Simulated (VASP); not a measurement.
# SnTe (F-43m) in VASP: notebook

The runs below take SnTe through QSGW0 quasiparticle levels, dielectric tensor, with PBE, PBEsol.

Program: VASP 6.6.1. These are calculated values, not measurements. Logs are shortened: lines on timing, memory, paths and dates and some standing lists are left out, and cuts for length are marked.

### Step 1. Starting point

Symmetry: F-43m, No. 216, cubic system. Conventional cell: a = 7.222 Å, b = 7.222 Å, c = 7.222 Å, α = 90.00°, β = 90.00°, γ = 90.00°. Te (site symmetry -43m) is surrounded by 4 Sn at 3.13 Å. Around Sn (site symmetry -43m) lie 4 Te at 3.13 Å.

Measurements of this composition are mostly on another form, of space group No. 225.

### Step 2. QSGW0 quasiparticle levels, PBE

POSCAR reads:

```
SnTe
1.0
    0.0000000000      3.6111460000      3.6111460000
    3.6111460000      0.0000000000      3.6111460000
    3.6111460000      3.6111460000      0.0000000000
Te Sn
1 1
Direct
    0.2500000000      0.2500000000      0.2500000000
    0.0000000000      0.0000000000      0.0000000000
```

INCAR.step1 reads:

```
SYSTEM = SnTe
PREC = Accurate
ENCUT = 450
EDIFF = 1E-8
ISMEAR = 0
SIGMA = 0.01
LREAL = .False.
LASPH = .True.
NELM = 80
ALGO = Normal
LWAVE = .True.
LCHARG = .False.
GGA = PE
```

INCAR.step2 reads:

```
SYSTEM = SnTe
PREC = Accurate
ENCUT = 450
EDIFF = 1E-8
ISMEAR = 0
SIGMA = 0.01
LREAL = .False.
LASPH = .True.
NELM = 1
ALGO = Exact
LWAVE = .True.
LCHARG = .False.
GGA = PE
NBANDS = 240
LOPTICS = .True.
ISTART = 1
```

INCAR.step3 reads:

```
SYSTEM = SnTe
PREC = Accurate
ENCUT = 450
EDIFF = 1E-8
ISMEAR = 0
SIGMA = 0.01
LREAL = .False.
LASPH = .True.
ALGO = QPGW0
LWAVE = .False.
LCHARG = .False.
GGA = PE
NELMGW = 4
NBANDS = 240
ENCUTGW = 150
NOMEGA = 64
PRECFOCK = Fast
ISTART = 1
NBANDSGW = 22
```

KPOINTS reads:

```
Automatic mesh
0
Gamma
  3 3 3
  0 0 0
```

Potentials or basis: VASP PAW PBE potentials, release 64 (Te_GW, Sn_d_GW).

Launch:

```sh
> cat potpaw_PBE.64/Te_GW/POTCAR potpaw_PBE.64/Sn_d_GW/POTCAR > POTCAR
> cp INCAR.step1 INCAR
> mpirun -np 1 vasp_std > vasp.out
> cp INCAR.step2 INCAR
> mpirun -np 1 vasp_std > vasp.out
> cp INCAR.step3 INCAR
> mpirun -np 1 vasp_std > vasp.out
```

OUTCAR:

```text
SYSTEM = SnTe
   PREC = Accurate
   ENCUT = 450
   EDIFF = 1E-8
   ISMEAR = 0
   LREAL = .False.
   LASPH = .True.
   GGA = PE
   NELMGW = 4
   ENCUTGW = 150
   PRECFOCK = Fast
   ISTART = 1

 ion  position               nearest neighbor table
   1  0.250  0.250  0.250-   2 3.13   2 3.13   2 3.13   2 3.13
   2  0.000  0.000  0.000-   1 3.13   1 3.13   1 3.13   1 3.13

  LATTYP: Found a face centered cubic cell.
 ALAT       =     7.2222920000

  Lattice vectors:

 A1 = (   0.0000000000,   3.6111460000,   3.6111460000)
 A2 = (   3.6111460000,   0.0000000000,   3.6111460000)
 A3 = (   3.6111460000,   3.6111460000,   0.0000000000)

Analysis of symmetry for initial positions (statically):
=====================================================================
 Subroutine PRICEL returns:
 Original cell was already a primitive cell.

 Routine SETGRP: Setting up the symmetry group for a
 face centered cubic supercell.

 Subroutine GETGRP returns: Found 24 space group operations
 (whereof 24 operations were pure point group operations)
 out of a pool of 48 trial point group operations.

The static configuration has the point symmetry T_d .

Analysis of symmetry for dynamics (positions and initial velocities):
=====================================================================
 Subroutine PRICEL returns:
 Original cell was already a primitive cell.

 Routine SETGRP: Setting up the symmetry group for a
 face centered cubic supercell.

 Subroutine GETGRP returns: Found 24 space group operations
 (whereof 24 operations were pure point group operations)
 out of a pool of 48 trial point group operations.

The dynamic configuration has the point symmetry T_d .

 Subroutine INISYM returns: Found 24 space group operations
 (whereof 24 operations are pure point group operations),
 and found     1 'primitive' translations

----------------------------------------------------------------------------------------

                                     Primitive cell

  volume of cell :      94.1814

  direct lattice vectors                    reciprocal lattice vectors
     0.000000000  3.611146000  3.611146000    -0.138460201  0.138460201  0.138460201
     3.611146000  0.000000000  3.611146000     0.138460201 -0.138460201  0.138460201
     3.611146000  3.611146000  0.000000000     0.138460201  0.138460201 -0.138460201

  length of vectors
     5.106931649  5.106931649  5.106931649     0.239820102  0.239820102  0.239820102

  position of ions in fractional coordinates (direct lattice)
     0.250000000  0.250000000  0.250000000
     0.000000000  0.000000000  0.000000000

  ion indices of the primitive-cell ions
   primitive index   ion index
                 1           1
                 2           2

----------------------------------------------------------------------------------------

 KPOINTS: Automatic mesh

Automatic generation of k-mesh.
 Grid dimensions read from file:
 generate k-points for:    3    3    3

 Generating k-lattice:

  Cartesian coordinates                     Fractional coordinates (reciprocal lattice)
    -0.046153400  0.046153400  0.046153400     0.333333333  0.000000000  0.000000000
     0.046153400 -0.046153400  0.046153400     0.000000000  0.333333333  0.000000000
     0.046153400  0.046153400 -0.046153400     0.000000000  0.000000000  0.333333333

  Length of vectors
     0.079940034  0.079940034  0.079940034

  Shift w.r.t. Gamma in fractional coordinates (k-lattice)
     0.000000000  0.000000000  0.000000000

 Subroutine IBZKPT returns following result:
 ===========================================

 Found      4 irreducible k-points:

 Following reciprocal coordinates:
            Coordinates               Weight
  0.000000  0.000000  0.000000      1.000000
  0.333333  0.000000  0.000000      8.000000
  0.333333  0.333333  0.000000      6.000000
 -0.333333  0.333333  0.000000     12.000000
   k-points           NKPTS =      4   k-points in BZ     NKDIM =     27   number of bands    NBANDS=    240
   number of dos      NEDOS =    301   number of ions     NIONS =      2
   total plane-waves  NPLWV =  46656
   dimension x,y,z NGX =    36 NGY =   36 NGZ =   36
   dimension x,y,z NGXF=    72 NGYF=   72 NGZF=   72
   ions per type =               1   1
   NGX,Y,Z   is equivalent  to a cutoff of  11.72, 11.72, 11.72 a.u.
   NGXF,Y,Z  is equivalent  to a cutoff of  23.44, 23.44, 23.44 a.u.
 SYSTEM =  SnTe
   PREC   = accura    normal or accurate (medium, high low for compatibility)
   ISTART =      1    job   : 0-new  1-cont  2-samecut
   ICHARG =      0    charge: 1-file 2-atom 10-const
   ISPIN  =      1    spin polarized calculation?
   LNONCOLLINEAR =      F non collinear calculations
   LSORBIT =      F    spin-orbit coupling
   LASPH  =      T    aspherical Exc in radial PAW
   ENCUT  =  450.0 eV  33.07 Ry    5.75 a.u.   8.83  8.83  8.83*2*pi/ulx,y,z
   NELM   =     60;   NELMIN=  2; NELMDL=  0     # of ELM steps
   EDIFF  = 0.1E-07   stopping-criterion for ELM
   LREAL  =      F    real-space projection
   EDIFFG = 0.1E-06   stopping-criterion for IOM
   NSW    =      0    number of steps for IOM
   IBRION =     -1    ionic relax: 0-MD 1-quasi-New 2-CG
   NFREE  =      0    steps in history (QN), initial steepest desc. (CG)
   ISIF   =      0    stress and relaxation
   ISYM   =      3    0-nonsym 1-usesym 2-fastsym
   POTIM  = 0.5000    time-step for ionic-motion
   TEBEG  =    0.0;   TEEND  =   0.0 temperature during run
   PSTRESS=    0.0 pullay stress
   NELECT =      20.0000    total number of electrons
   NUPDOWN=      -1.0000    fix difference up-down
   EMIN   =  10.00;   EMAX   =-10.00  energy-range for DOS
   EFERMI =   0.00;   METHOD = LEGACY
   ISMEAR =     0;   SIGMA  =   0.01  broadening in eV -4-tet -1-fermi 0-gaus
   EFERMI_NEDOS =   21; number of points for ismear=-14 and -15
   IALGO  =     38    algorithm
   IMIX   =      4    mixing-type and parameters
     AMIX     =   0.40;   BMIX     =  1.00
     AMIX_MAG =   1.60;   BMIX_MAG =  1.00
  volume/ion in A,a.u.               =      47.09       317.78
  Fermi-wavevector in a.u.,A,eV,Ry     =   0.976704  1.845704 12.979296  0.953951
  Thomas-Fermi vector in A             =   2.107344
   LORBIT       =      0    0 simple, 1 ext, 2 COOP (PROOUT), +10 PAW based schemes
   GGA     = PE    functional components
   LHFCALC =     T    Hartree Fock is set to
   PRECFOCK=fast      Normal, Fast or Accurate (Low or Medium for compatibility)
   ENCUT4O =  -1.0   cutoff for four orbital integrals eV
   NKREDX  =     1    reduce k-point grid by
   NKREDY  =     1    reduce k-point grid by
   NKREDZ  =     1    reduce k-point grid by
   AEXX    =    1.0000 exact exchange contribution
   HFSCREEN=    0.0000 screening length (either q_TF or 0.3 A-1)
   HFSCREENC=   0.0000 screening length for correlation (either q_TF or 0.3 A-1)
   ENCUTFOCK=  -1.0 apply spherical cutoff to Coloumb kernel
   IVDW    =     0    specifies the selected vdW correction
   LEPSILON=     F    determine dielectric tensor
   LRPA    =     F    only Hartree local field effects (RPA)
   LRPAFORCE           =     F    calculate RPA forces
   ENCUTGW             = 150.0    cutoff for response function in eV
   ENCUTGWSOFT         = 120.0    soft cutoff for Coulomb kernel in GW response function in eV
   ENCUTLF             =  -1.0    cutoff for local field effects
   NELMGW              =     4    number of iterations in solving QP/BSE equation
   NELMHF              =     1    number of iterations in the inner HF iteration
   NKREDLFX            =     1    NKREDLFY  =   1   NKREDLFZ  =   1
 non-spin polarized calculation
 Gauss-broadening in eV      SIGMA  =   0.01
  energy-cutoff  :      450.00
  volume of cell :       94.18
 maximum number of plane-waves:      2085
  NGX = 20; NGY = 20; NGZ = 20
   NGX = 17   NGY = 17   NGZ = 17
 maximum number of plane-waves:       411

 QP shifts <psi_nk| G(iteration)W_0 |psi_nk>: iteration 1
 for sc-GW calculations column KS-energies equals QP-energies in previous step
 and V_xc(KS)=  KS-energies - (<T + V_ion + V_H > + <T+V_H+V_ion>^1  + <V_x>^1)

 k-point   1 :       0.0000    0.0000    0.0000
  band No.  KS-energies  QP-energies   sigma(KS)   V_xc(KS)     V^pw_x(r,r')   Z            occupation Imag(sigma)

      1     -19.3499     -21.4680     -20.9499     -17.5161     -27.0665       0.6168       2.0000       0.3312
      2     -19.3499     -21.4680     -20.9499     -17.5161     -27.0665       0.6168       2.0000       0.3312
      3     -19.3499     -21.4680     -20.9499     -17.5161     -27.0665       0.6168       2.0000       0.3312
      4     -19.3411     -21.4399     -20.9404     -17.5189     -27.0515       0.6134       2.0000       0.3188
      5     -19.3411     -21.4399     -20.9404     -17.5189     -27.0515       0.6134       2.0000       0.3188
      6      -9.0960      -9.2183     -11.0068     -10.7965     -16.9978       0.5817       2.0000       1.0182
[... 14 lines left out ...]
     21      16.6269      16.7467      -8.4339      -8.5939      -2.6894       0.7492       0.0000      -1.3348
     22      16.6269      16.7467      -8.4339      -8.5939      -2.6894       0.7492       0.0000      -1.3348

 k-point   2 :       0.3333    0.0000    0.0000
  band No.  KS-energies  QP-energies   sigma(KS)   V_xc(KS)     V^pw_x(r,r')   Z            occupation Imag(sigma)

      1     -19.3495     -21.4713     -20.9457     -17.5166     -27.0647       0.6187       2.0000       0.3314
      2     -19.3495     -21.4713     -20.9457     -17.5166     -27.0647       0.6187       2.0000       0.3314
      3     -19.3495     -21.4713     -20.9457     -17.5166     -27.0647       0.6187       2.0000       0.3314
      4     -19.3410     -21.4691     -20.9408     -17.5192     -27.0521       0.6220       2.0000       0.3191
      5     -19.3410     -21.4691     -20.9408     -17.5192     -27.0521       0.6220       2.0000       0.3191
      6      -8.7201      -8.8939     -11.2747     -10.9881     -16.9692       0.6065       2.0000       0.9941
[... 14 lines left out ...]
     21      13.6515      13.5531      -7.0768      -6.9418      -1.9204       0.7296       0.0000      -0.6582
     22      13.6515      13.5531      -7.0768      -6.9418      -1.9204       0.7296       0.0000      -0.6582

 k-point   3 :       0.3333    0.3333    0.0000
  band No.  KS-energies  QP-energies   sigma(KS)   V_xc(KS)     V^pw_x(r,r')   Z            occupation Imag(sigma)

      1     -19.3524     -21.4571     -20.9350     -17.5113     -27.0601       0.6147       2.0000       0.3383
      2     -19.3478     -21.4826     -20.9494     -17.5199     -27.0666       0.6225       2.0000       0.3283
      3     -19.3478     -21.4826     -20.9494     -17.5199     -27.0666       0.6225       2.0000       0.3283
      4     -19.3411     -21.4488     -20.9400     -17.5189     -27.0510       0.6161       2.0000       0.3192
      5     -19.3411     -21.4488     -20.9400     -17.5189     -27.0510       0.6161       2.0000       0.3192
      6      -8.5788      -8.7681     -11.3692     -11.0613     -16.9610       0.6150       2.0000       0.9916
[... 14 lines left out ...]
     21      12.4465      12.5349      -7.6942      -7.8127      -2.7271       0.7467       0.0000      -0.6193
     22      12.6669      12.5060      -6.5864      -6.3693      -1.8175       0.7411       0.0000      -0.5084
[... 406 lines left out ...]
      1     -22.6089     -22.7605     -22.7580     -22.8487       0.6221       2.0000
      2     -22.6089     -22.7550     -22.7547     -22.8438       0.6209       2.0000
      3     -22.6089     -22.7550     -22.7547     -22.8438       0.6209       2.0000
      4     -22.5880     -22.7373     -22.7371     -22.8271       0.6234       2.0000
      5     -22.5880     -22.7363     -22.7363     -22.8260       0.6232       2.0000
      6      -8.9610      -9.0038      -9.0009      -9.0261       0.6132       2.0000
[... 14 lines left out ...]
     21      12.4236      12.4249      12.4240      12.4241       0.7441       0.0000
     22      12.5588      12.5526      12.5506      12.5478       0.7394       0.0000

 k-point   4 :      -0.3333    0.3333    0.0000
  band No. DFT-energies  QP-energies  QP-e(diag)   sigma(DFT)    Z            occupation

      1     -22.6083     -22.7617     -22.7583     -22.8478       0.6261       2.0000
      2     -22.6083     -22.7563     -22.7559     -22.8443       0.6252       2.0000
      3     -22.6083     -22.7548     -22.7541     -22.8417       0.6248       2.0000
      4     -22.5898     -22.7369     -22.7366     -22.8260       0.6215       2.0000
      5     -22.5898     -22.7366     -22.7364     -22.8258       0.6214       2.0000
      6      -8.7887      -8.8319      -8.8311      -8.8564       0.6257       2.0000
[... 14 lines left out ...]
     21      13.7923      13.7813      13.7798      13.7752       0.7321       0.0000
     22      14.2869      14.2770      14.2753      14.2716       0.7557       0.0000
```

Wall time 29 min (1 thread of Intel Xeon Platinum 8259CL at 2.50GHz (Skylake/Cascade Lake), shared host); peak memory 1.4 GiB.

What came out:

```yaml
Band_gap_on_the_k_mesh_mean-field_level: 0.82 eV, indirect (least direct gap 0.98 eV)
Quasiparticle_gap: 1.34 eV
Least_direct_quasiparticle_gap: 1.57 eV
```

Quasiparticle gap after each update of the energies (eV): 1.23, 1.30, 1.32, 1.34

Caveat: the k mesh is coarse (spacing up to 0.50 Å⁻¹), so the values aren't converged; bands, screening cutoff and mesh are small and nothing is extrapolated, so the quasiparticle values aren't converged; spin-orbit coupling is left out, which moves the levels of the heavy elements; an odd mesh through Γ misses points on the zone boundary, where band edges often lie.

### Step 3. Dielectric tensor, PBEsol

INCAR reads:

```
SYSTEM = SnTe
PREC = Accurate
ENCUT = 800
EDIFF = 1E-8
ISMEAR = 0
SIGMA = 0.01
LREAL = .FALSE.
LASPH = .TRUE.
NELM = 100
ALGO = Normal
ISIF = 2
LWAVE = .FALSE.
LCHARG = .FALSE.
GGA = PS
LEPSILON = .TRUE.
```

KPOINTS reads:

```
regular mesh
0
G
  11 11 11
  0 0 0
```

POSCAR is that of step 2.

Potentials or basis: VASP PAW PBE potentials, release 64 (Te, Sn_d).

Launch:

```sh
> cat potpaw_PBE.64/Te/POTCAR potpaw_PBE.64/Sn_d/POTCAR > POTCAR
> mpirun -np 1 vasp_std > vasp.out
```

OUTCAR:

```text
SYSTEM = SnTe
   PREC = Accurate
   ENCUT = 800
   EDIFF = 1E-8
   ISMEAR = 0
   LREAL = .FALSE.
   LASPH = .TRUE.
   NELM = 100
   ISIF = 2
   GGA = PS
   LEPSILON = .TRUE.

 ion  position               nearest neighbor table
   1  0.250  0.250  0.250-   2 3.13   2 3.13   2 3.13   2 3.13
   2  0.000  0.000  0.000-   1 3.13   1 3.13   1 3.13   1 3.13

  LATTYP: Found a face centered cubic cell.
 ALAT       =     7.2222920000

  Lattice vectors:

 A1 = (   0.0000000000,   3.6111460000,   3.6111460000)
 A2 = (   3.6111460000,   0.0000000000,   3.6111460000)
[... 656 lines left out ...]
 PIEZOELECTRIC TENSOR FIELD DIRECTION 3  (C/m^2)
 -----------------------------------------------------------------------------
     0.00163 -0.94603  0.00000
    -0.94603  0.00163  0.00000
     0.00000  0.00000 -0.00266

 MACROSCOPIC STATIC DIELECTRIC TENSOR (including local field effects in DFT)
 ------------------------------------------------------
          13.300957    -0.000000     0.000000
           0.000000    13.300957    -0.000000
          -0.000000    -0.000000    13.300957
 ------------------------------------------------------

 PIEZOELECTRIC TENSOR (including local field effects)  for field in x, y, z        (e  Angst)
          XX          YY          ZZ          XY          YZ          ZX
  --------------------------------------------------------------------------------
  x    -0.00000     0.00000     0.00000     0.00000    -5.55155     0.00000
  y     0.00000    -0.00000     0.00000     0.00000     0.00000    -5.55155
  z     0.00000     0.00000    -0.00000    -5.55155     0.00000     0.00000

 PIEZOELECTRIC TENSOR (including local field effects)  for field in x, y, z        (C/m^2)
          XX          YY          ZZ          XY          YZ          ZX
  --------------------------------------------------------------------------------
  x    -0.00000     0.00000     0.00000     0.00000    -0.94441     0.00000
  y     0.00000    -0.00000     0.00000     0.00000     0.00000    -0.94441
  z     0.00000     0.00000    -0.00000    -0.94441     0.00000     0.00000

 BORN EFFECTIVE CHARGES (including local field effects) (in |e|, cummulative output)
 ---------------------------------------------------------------------------------
 ion    1
    1    -2.15159     0.00000     0.00000
    2     0.00000    -2.15159     0.00000
    3     0.00000     0.00000    -2.15159
 ion    2
    1     2.15159     0.00000     0.00000
    2     0.00000     2.15159     0.00000
    3     0.00000     0.00000     2.15159
```

It took 32 min on 1 thread of Intel Xeon Platinum 8488C (Sapphire Rapids), shared host; peak memory 1.4 GiB.

Results:

```yaml
Band_gap_on_the_k_mesh: 0.14 eV, indirect (least direct gap 0.77 eV)
Electronic_dielectric_tensor_diagonal: 13.30
Born_charges_mean_of_the_diagonal: Te -2.15; Sn +2.15 e
```

Levels at points of the mesh, in eV from the valence-band top:
| k point | band 8 | band 9 | band 10 | band 11 | band 12 | band 13 |
| --- | --- | --- | --- | --- | --- | --- |
| (0.00, 0.00, 0.00) | -1.86 | -1.86 | -1.86 | 1.05 | 1.05 | 1.05 |

Electronic dielectric tensor:
```
13.30  0.00  0.00
 0.00 13.30  0.00
 0.00  0.00 13.30
```

Born effective charge tensors (e):
atom 1, Te
```
-2.15  0.00  0.00
 0.00 -2.15  0.00
 0.00  0.00 -2.15
```
atom 2, Sn
```
2.15 0.00 0.00
0.00 2.15 0.00
0.00 0.00 2.15
```

Caveat: the gap is small at this level, which inflates the dielectric constant; spin-orbit coupling is left out, which moves the levels of the heavy elements; an odd mesh through Γ misses points on the zone boundary, where band edges often lie.

(Part 1 of 2 ends here.)
